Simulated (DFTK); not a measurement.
Crystal: TaS2.

```
Ta S
1.0
     3.35000    0.00000    0.00000
    -1.67500    2.90119    0.00000
     0.00000    0.00000    5.86000
Ta S
1 2
Direct
  0.00000 0.00000 0.00000
  0.66667 0.33333 0.75000
  0.33333 0.66667 0.25000
```

Base run:

* Program: DFTK 0.8.2
* Functional: PBEsol
* Potentials or basis: dojo.nc.sr.pbesol.v0_4_1.standard.upf (PBEsol)
* Cutoff: 952 eV
* k mesh: 9 × 9 × 5
* Occupations: fermi-dirac, width 0.05 eV
* Spin: no spin polarisation

Its results: band gap on the k mesh none (metal or under the smearing width); pressure 4.3 GPa; largest force 0.972 eV/Å.

Problem. The run is repeated on the same cell with these changes: functional from PBEsol to PBE; potentials or basis from dojo.nc.sr.pbesol.v0_4_1.standard.upf (PBEsol) to dojo.nc.sr.pbe.v0_4_1.standard.upf (PBE). What comes out?

Solution. Band gap on the k mesh none (metal or under the smearing width); pressure 9.0 GPa; largest force 1.217 eV/Å.

Caveats: this functional lacks dispersion, which binds the layers, so the pressure and a relaxed spacing across them are unreliable; forces of over 1 eV/Å show positions far from the minimum, so gaps and moduli don't describe the material at rest (some runs).
